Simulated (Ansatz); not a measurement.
Isolated molecules relaxed with PBE0-D4/def2-TZVP in Ansatz; ΔE leaves out vibrations. CCSD(T)/CBS is the MP2 limit (def2-TZVPP, def2-QZVPP) plus CCSD(T) − MP2 in def2-TZVPP, frozen cores. This one scheme is used for every species. DFT in def2-TZVPP. def2 core potentials past Kr. For Te, Zn outer-core shells are correlated without core-valence functions, which leaves a few kJ/mol of doubt a bond. Scalar relativity is left out up to krypton. One conformer a species, not always the lowest.

`[NH2][Zn][CH2][TeH]` + trifluoromethane → `FC(F)(F)[TeH]` + `[CH3][Zn][NH2]`  (formal exchange of groups at a Te–C bond)

`[NH2][Zn][CH2][TeH]`:

Cartesian coordinates in Å:
```
N -2.379 1.054 -0.174
Zn -0.767 0.286 0.148
C 0.921 -0.616 0.408
Te 2.043 -0.633 -1.418
H -3.093 1.018 0.538
H -2.409 1.963 -0.611
H 0.766 -1.650 0.719
H 1.513 -0.094 1.159
H 3.406 -1.328 -0.768
```

`FC(F)F`:

Z-matrix (Å, degrees):
```
C
F 1 1.331
F 1 1.331 2 108.5
F 1 1.331 2 108.5 3 -117.7
H 1 1.093 2 110.4 3 121.1
```

`FC(F)(F)[TeH]`:

Z-matrix (Å, degrees):
```
C
F 1 1.332
F 1 1.336 2 108.0
F 1 1.332 2 107.3 3 -116.1
Te 1 2.174 2 112.6 3 119.5
H 5 1.656 1 90.4 2 60.6
```

`[CH3][Zn][NH2]`:

Cartesian coordinates in Å:
```
C 1.040 -1.208 0.329
Zn -0.203 0.206 -0.082
N -1.428 1.467 -0.558
H 0.529 -2.038 0.824
H 1.834 -0.856 0.991
H 1.502 -1.596 -0.582
H -1.115 2.312 -1.013
H -2.160 1.712 0.092
```

(1) Is it downhill or uphill in electronic energy at CCSD(T)/CBS, and by how much? (Best estimate.)

(2) What do these levels give: PBE-D4, revPBE-D4, B97M-V, r2SCAN0, BHLYP, CAM-B3LYP, LC-ωPBE, RPA@PBE/def2-TZVPP, HF/def2-TZVPP, MP2/def2-TZVPP, SCS-MP2/def2-TZVPP, CCSD/CBS(def2)? (Best estimate.)

Largest T1 diagnostic among the species: 0.014.

Answers

(1) The calculation gave: Uphill: ΔE = +35.3 kJ/mol.

(2) The calculation gave: PBE-D4 18.6, revPBE-D4 18.4, B97M-V 21.3, r2SCAN0 28.3, BHLYP 32.2, CAM-B3LYP 22.8, LC-ωPBE 27.1, RPA@PBE/def2-TZVPP 36.3, HF/def2-TZVPP 47.6, MP2/def2-TZVPP 41.8, SCS-MP2/def2-TZVPP 41.0, CCSD/CBS(def2) 37.0 kJ/mol.

From r2SCAN to r2SCAN0 (25 % exact exchange), in def2-TZVPP and without D4, ΔE moves by +8.4 kJ/mol. Leaving LDA and LC-ωPBE aside and taking each functional with its dispersion term where it has one, the values, not all of them listed here, spread over 21.6 kJ/mol, from BLYP-D4 to PBE-QIDH. LDA lies −4.1 kJ/mol from PBE without D4.
